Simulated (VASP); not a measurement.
# Ag in VASP: a series of runs

The runs below take Ag through relaxation of the atoms, with PBE, PBE+D2, PBE+D3, PBE+D3(BJ).

All numbers are computed with VASP 6.6.1; they aren't measurements. Logs are shortened: lines on timing, memory, paths and dates and some standing lists are left out, and cuts for length are marked.

## 1. The structure

The cell holds a slab with vacuum, 7 atoms: a = 2.946 Å, b = 2.946 Å, c = 29.409 Å, α = 90.00°, β = 90.00°, γ = 120.00°.

The slab is cut from a database's or a generator's crystal, which needn't be the stable form of the element.

## 2. Relaxation of the atoms, PBE

INCAR

```
SYSTEM = Ag
ALGO = Fast
DIPOL = 0.5 0.5 0.500
EDIFF = 1E-6
EDIFFG = -0.01
ENCUT = 520
GGA = PE
IBRION = 2
IDIPOL = 3
ISIF = 2
ISMEAR = -1
LASPH = .True.
LCHARG = .False.
LDIPOL = .True.
LREAL = .False.
LWAVE = .False.
NELM = 100
NSW = 40
PREC = Accurate
SIGMA = 0.05
```

KPOINTS

```
k-points
0
Gamma
  7 7 1
  0 0 0
```

POSCAR

```
Ag
1.0
    2.9460943265      0.0000000000      0.0000000000
   -1.4730471633      2.5513925288      0.0000000000
    0.0000000000      0.0000000000     29.4093000000
Ag
7
Selective dynamics
Direct
    0.0000000000      0.0000000000      0.2550213708  F F F
    0.6666666667      0.3333333333      0.3366377160  F F F
    0.3333333334      0.6666666667      0.4182540611  F F F
    0.6666666667      0.3333333333      0.5000000000  T T T
    0.3333333334      0.6666666667      0.5816163452  T T T
    0.0000000000      0.0000000000      0.6632326903  T T T
    0.3333333334      0.6666666667      0.7449786292  T T T
```

Potentials or basis: VASP PAW PBE potentials, release 64 (Ag).

Command:

```sh
$ cat potpaw_PBE.64/Ag/POTCAR > POTCAR
$ mpirun -np 1 vasp_std > vasp.out
```

OUTCAR:

```text
SYSTEM = Ag
   EDIFF = 1E-6
   EDIFFG = -0.01
   ENCUT = 520
   GGA = PE
   IBRION = 2
   ISIF = 2
   ISMEAR = -1
   LASPH = .True.
   LREAL = .False.
   NELM = 100
   NSW = 40
   PREC = Accurate

 ion  position               nearest neighbor table
   1  0.000  0.000  0.255-   2 2.94   2 2.94   2 2.94
   2  0.667  0.333  0.337-   3 2.94   3 2.94   3 2.94   1 2.94   1 2.94   1 2.94
   3  0.333  0.667  0.418-   2 2.94   2 2.94   2 2.94   4 2.94   4 2.94   4 2.94
   4  0.667  0.333  0.500-   5 2.94   5 2.94   5 2.94   3 2.94   3 2.94   3 2.94
   5  0.333  0.667  0.582-   6 2.94   6 2.94   6 2.94   4 2.94   4 2.94   4 2.94
   6  0.000  0.000  0.663-   5 2.94   5 2.94   5 2.94   7 2.94   7 2.94   7 2.94
   7  0.333  0.667  0.745-   6 2.94   6 2.94   6 2.94

  LATTYP: Found a hexagonal cell.
 ALAT       =     2.9460943265
 C/A-ratio  =     9.9824706003

  Lattice vectors:

 A1 = (   2.9460943265,   0.0000000000,   0.0000000000)
 A2 = (  -1.4730471633,   2.5513925288,   0.0000000000)
 A3 = (   0.0000000000,   0.0000000000,  29.4093000000)

Analysis of symmetry for initial positions (statically):
=====================================================================
 Subroutine PRICEL returns:
 Original cell was already a primitive cell.

 Routine SETGRP: Setting up the symmetry group for a
 hexagonal supercell.

 Subroutine GETGRP returns: Found  6 space group operations
 (whereof  6 operations were pure point group operations)
 out of a pool of 24 trial point group operations.

The static configuration has the point symmetry C_3v.

Analysis of symmetry for dynamics (positions and initial velocities):
=====================================================================
 Subroutine PRICEL returns:
 Original cell was already a primitive cell.

 Routine SETGRP: Setting up the symmetry group for a
 hexagonal supercell.

 Subroutine GETGRP returns: Found  6 space group operations
 (whereof  6 operations were pure point group operations)
 out of a pool of 24 trial point group operations.

The dynamic configuration has the point symmetry C_3v.

Analysis of constrained symmetry for selective dynamics:
=====================================================================
 Subroutine PRICEL returns:
 Original cell was already a primitive cell.

 Routine SETGRP: Setting up the symmetry group for a
 hexagonal supercell.

 Subroutine GETGRP returns: Found  6 space group operations
 (whereof  6 operations were pure point group operations)
 out of a pool of 24 trial point group operations.

The constrained configuration has the point symmetry C_3v.

 Subroutine INISYM returns: Found  6 space group operations
 (whereof  6 operations are pure point group operations),
 and found     1 'primitive' translations

----------------------------------------------------------------------------------------

                                     Primitive cell

  volume of cell :     221.0592

  direct lattice vectors                    reciprocal lattice vectors
     2.946094326  0.000000000  0.000000000     0.339432445  0.195971413  0.000000000
    -1.473047163  2.551392529  0.000000000     0.000000000  0.391942827  0.000000000
     0.000000000  0.000000000 29.409300000     0.000000000  0.000000000  0.034002849

  length of vectors
     2.946094326  2.946094327 29.409300000     0.391942827  0.391942827  0.034002849

  position of ions in fractional coordinates (direct lattice)
     0.000000000  0.000000000  0.255021371
     0.666666667  0.333333333  0.336637716
     0.333333333  0.666666667  0.418254061
     0.666666667  0.333333333  0.500000000
     0.333333333  0.666666667  0.581616345
     0.000000000  0.000000000  0.663232690
     0.333333333  0.666666667  0.744978629

  ion indices of the primitive-cell ions
   primitive index   ion index
                 1           1
                 2           2
                 3           3
[... 35 lines left out ...]
  0.285714  0.000000  0.000000      6.000000
  0.428571 -0.000000  0.000000      6.000000
  0.142857  0.142857  0.000000      6.000000
  0.285714  0.142857  0.000000     12.000000
  0.428571  0.142857  0.000000      6.000000
  0.285714  0.285714  0.000000      6.000000
   k-points           NKPTS =      8   k-points in BZ     NKDIM =      8   number of bands    NBANDS=     46
   number of dos      NEDOS =    301   number of ions     NIONS =      7
   total plane-waves  NPLWV = 129024
   dimension x,y,z NGX =    24 NGY =   24 NGZ =  224
   dimension x,y,z NGXF=    48 NGYF=   48 NGZF=  448
   ions per type =               7
   NGX,Y,Z   is equivalent  to a cutoff of  13.54, 13.54, 12.66 a.u.
   NGXF,Y,Z  is equivalent  to a cutoff of  27.09, 27.09, 25.32 a.u.
 SYSTEM =  Ag
   PREC   = accura    normal or accurate (medium, high low for compatibility)
   ISTART =      0    job   : 0-new  1-cont  2-samecut
   ICHARG =      2    charge: 1-file 2-atom 10-const
   ISPIN  =      1    spin polarized calculation?
   LNONCOLLINEAR =      F non collinear calculations
   LSORBIT =      F    spin-orbit coupling
   LASPH  =      T    aspherical Exc in radial PAW
   ENCUT  =  520.0 eV  38.22 Ry    6.18 a.u.   5.48  5.48 54.68*2*pi/ulx,y,z
   NELM   =    100;   NELMIN=  2; NELMDL= -5     # of ELM steps
   EDIFF  = 0.1E-05   stopping-criterion for ELM
   LREAL  =      F    real-space projection
   EDIFFG = -.1E-01   stopping-criterion for IOM
   NSW    =     40    number of steps for IOM
   IBRION =      2    ionic relax: 0-MD 1-quasi-New 2-CG
   NFREE  =      1    steps in history (QN), initial steepest desc. (CG)
   ISIF   =      2    stress and relaxation
   ISYM   =      2    0-nonsym 1-usesym 2-fastsym
   POTIM  = 0.5000    time-step for ionic-motion
   TEBEG  =    0.0;   TEEND  =   0.0 temperature during run
   PSTRESS=    0.0 pullay stress
   NELECT =      77.0000    total number of electrons
   NUPDOWN=      -1.0000    fix difference up-down
   EMIN   =  10.00;   EMAX   =-10.00  energy-range for DOS
   EFERMI =   0.00;   METHOD = LEGACY
   ISMEAR =    -1;   SIGMA  =   0.05  broadening in eV -4-tet -1-fermi 0-gaus
   EFERMI_NEDOS =   21; number of points for ismear=-14 and -15
   IALGO  =     68    algorithm
   IMIX   =      4    mixing-type and parameters
     AMIX     =   0.40;   BMIX     =  1.00
     AMIX_MAG =   1.60;   BMIX_MAG =  1.00
  volume/ion in A,a.u.               =      31.58       213.11
  Fermi-wavevector in a.u.,A,eV,Ry     =   1.151867  2.176712 18.052166  1.326797
  Thomas-Fermi vector in A             =   2.288521
   LORBIT       =      0    0 simple, 1 ext, 2 COOP (PROOUT), +10 PAW based schemes
   GGA     = PE    functional components
   LHFCALC =     F    Hartree Fock is set to
   AEXX    =    0.0000 exact exchange contribution
   IVDW    =     0    specifies the selected vdW correction
   LEPSILON=     F    determine dielectric tensor
   LRPA    =     F    only Hartree local field effects (RPA)
 conjugate gradient relaxation of ions
 non-spin polarized calculation
 RMM-DIIS sequential band-by-band and
  energy-cutoff  :      520.00
  volume of cell :      221.06
 maximum number of plane-waves:      6073
 NGX is ok and might be reduce to    24
   NGX = 11   NGY = 11   NGZ =109

--------------------------------------- Ionic step        1  -------------------------------------------

 number of electron      77.0000020 magnetization

 Free energy of the ion-electron system (eV)
  ---------------------------------------------------
  ext. energy  EPLUGINS =         0.00000000
  ---------------------------------------------------
  free energy    TOTEN  =       -18.49861343 eV

  energy without entropy =      -18.48728317  energy(sigma->0) =      -18.49294830

------------------------ aborting loop because EDIFF is reached ----------------------------------------

  FORCE on cell =-STRESS in cart. coord.  units (eV):
  Direction    XX          YY          ZZ          XY          YZ          ZX
  --------------------------------------------------------------------------------------
  -------------------------------------------------------------------------------------
  Total       -1.9552479     -1.9552479     -1.0608679      0.0000000      0.0000000      0.0000000
  in kB      -14.1711075    -14.1711075     -7.6888837      0.0000000      0.0000000      0.0000000
  external PRESSURE =     -12.0103662 kB  Pullay stress =       0.0000000 kB
[... 104 lines left out ...]
  FREE ENERGIE OF THE ION-ELECTRON SYSTEM (eV)
  ---------------------------------------------------
  free  energy   TOTEN  =       -18.5005062258 eV

  energy  without entropy=      -18.4889840333  energy(sigma->0) =      -18.49474513

[... ionic steps 4 to 14 ...]

--------------------------------------- Ionic step       15  -------------------------------------------

 number of electron      77.0000025 magnetization

------------------------ aborting loop because EDIFF is reached ----------------------------------------
[... 71 lines left out ...]
  FREE ENERGIE OF THE ION-ELECTRON SYSTEM (eV)
  ---------------------------------------------------
  free  energy   TOTEN  =       -18.5017629780 eV

  energy  without entropy=      -18.4899299326  energy(sigma->0) =      -18.49584646

 dipolmoment           0.000000      0.000000      0.001059 electrons x Angstroem

--------------------------------------- Ionic step       17  -------------------------------------------

 number of electron      77.0000022 magnetization

 dipolmoment           0.000000      0.000000     -0.001018 electrons x Angstroem

 Free energy of the ion-electron system (eV)
  ---------------------------------------------------
  ext. energy  EPLUGINS =         0.00000000
  ---------------------------------------------------
  free energy    TOTEN  =       -18.50209947 eV

  energy without entropy =      -18.49020395  energy(sigma->0) =      -18.49615171

 E-fermi :   2.6598     XC(G=0):  -7.3110

 val. band max:        2.2318941175   @ k =   0.0000   0.0000   0.0000
 cond. band min:       2.6985170355   @ k =   0.1429   0.1429   0.0000
 fundamental gap:      0.4666229180
 Fermi energy:         2.6597896668

 k-point     1 :       0.0000    0.0000    0.0000
  band No.  band energies     occupation
      1      -4.7542      2.00000
      2      -4.3612      2.00000
      3      -3.8264      2.00000
      4      -3.5533      2.00000
      5      -3.5101      2.00000
      6      -3.2881      2.00000
[... 381 lines left out ...]
     45       7.7608      0.00000
     46       8.0802      0.00000

------------------------ aborting loop because EDIFF is reached ----------------------------------------

 vacuum level on the upper side and lower side of the slab       (xc-potential included)        -0.021        -0.001

  FORCE on cell =-STRESS in cart. coord.  units (eV):
  Direction    XX          YY          ZZ          XY          YZ          ZX
  --------------------------------------------------------------------------------------
  -------------------------------------------------------------------------------------
  Total       -1.8080500     -1.8080500     -0.6249173      0.0000000      0.0000000      0.0000000
  in kB      -13.1042568    -13.1042568     -4.5292316      0.0000000      0.0000000      0.0000000
  external PRESSURE =     -10.2459150 kB  Pullay stress =       0.0000000 kB
[... 22 lines left out ...]
  FREE ENERGIE OF THE ION-ELECTRON SYSTEM (eV)
  ---------------------------------------------------
  free  energy   TOTEN  =       -18.5020994712 eV

  energy  without entropy=      -18.4902039498  energy(sigma->0) =      -18.49615171

 reached required accuracy - stopping structural energy minimisation

 vacuum level on the upper side and lower side of the slab         6.893         6.913
```

Run time: 8.5 min. Hardware: 1 thread of Intel Xeon Platinum 8559C (Emerald Rapids), shared host; peak memory 0.38 GiB.

Results:

```
Free energy               : -18.5021 eV
Energy gained by relaxing : 0.5 meV/atom
Ionic steps               : 17
Band gap on the k mesh    : none (metal or under the smearing width)
```

The path:
```csv
step,energy change (eV),largest force (eV/Å),pressure (GPa)
1,0.0000,0.1284,-1.20
2,-0.0009,0.1283,-1.19
3,-0.0019,0.1279,-1.16
4,-0.0017,0.1274,-1.10
5,-0.0022,0.1282,-1.14
6,-0.0022,0.1277,-1.13
7,-0.0022,0.1279,-1.13
8,-0.0024,0.1278,-1.12
9,-0.0026,0.1279,-1.11
10,-0.0027,0.1274,-1.08
11,-0.0027,0.1288,-1.10
12,-0.0027,0.1283,-1.10
13,-0.0029,0.1279,-1.08
14,-0.0029,0.1278,-1.08
15,-0.0030,0.1278,-1.07
16,-0.0031,0.1279,-1.06
17,-0.0035,0.1261,-1.02
```

Final structure:
```xyz
7
Lattice="2.9461 0.0000 0.0000 -1.4730 2.5514 0.0000 0.0000 0.0000 29.4093" Properties=species:S:1:pos:R:3 pbc="T T T"
Ag    0.0000    0.0000    7.5000
Ag    1.4730    0.8505    9.9003
Ag    0.0000    1.7009   12.3006
Ag    1.4730    0.8505   14.7022
Ag    0.0000    1.7009   17.0967
Ag    0.0000    0.0000   19.4891
Ag    0.0000    1.7009   21.8481
```

Levels at points of the mesh, in eV from the Fermi level:
| k point | band 35 | band 36 | band 37 | band 38 | band 39 | band 40 | band 41 | band 42 | band 43 | band 44 |
| --- | --- | --- | --- | --- | --- | --- | --- | --- | --- | --- |
| (0.00, 0.00, 0.00) | -3.35 | -3.31 | -3.20 | -3.20 | -3.16 | -3.16 | -1.99 | -0.43 | 0.08 | 3.68 |

(Part 1 of 3 ends here.)
